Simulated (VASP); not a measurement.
A run of VASP 6.6.1:

INCAR

```
ALGO = Fast ; EDIFF = 1E-6
EDIFFG = -0.01 ; ENCUT = 600
GGA = CA ; IBRION = 2
ISIF = 3 ; ISMEAR = -1
LASPH = True ; LCHARG = False
LREAL = False ; LWAVE = False
NELM = 80 ; NSW = 40
PREC = Accurate ; SIGMA = 0.05
```

The input KPOINTS:

```
k-points
0
Gamma
  8 8 4
```

The input POSCAR:

```
Hf
1.0
    3.1967000000      0.0000000000      0.0000000000
   -1.5983500000      2.7684234083      0.0000000000
    0.0000000000      0.0000000000      5.0578000000
Hf
2
Direct
    0.6666666667      0.3333333333      0.7500000000
    0.3333333333      0.6666666667      0.2500000000
```

Potentials or basis: VASP PAW LDA potentials, release 64 (Hf_pv).

Command:

```bash
$ cat potpaw_LDA.64/Hf_pv/POTCAR > POTCAR
$ mpirun -np 1 vasp_std > vasp.out
```

Hardware: 1 thread of Intel(R) Xeon(R) Platinum 8488C (Sapphire Rapids), with other jobs on the host.

Task: Estimate the wall time of this run.

Result: Wall time 79 s on 1 thread of Intel(R) Xeon(R) Platinum 8488C (Sapphire Rapids), on a shared host, peak memory 0.17 GiB. Counts: scf iterations 51, k points 30, ion steps 6.
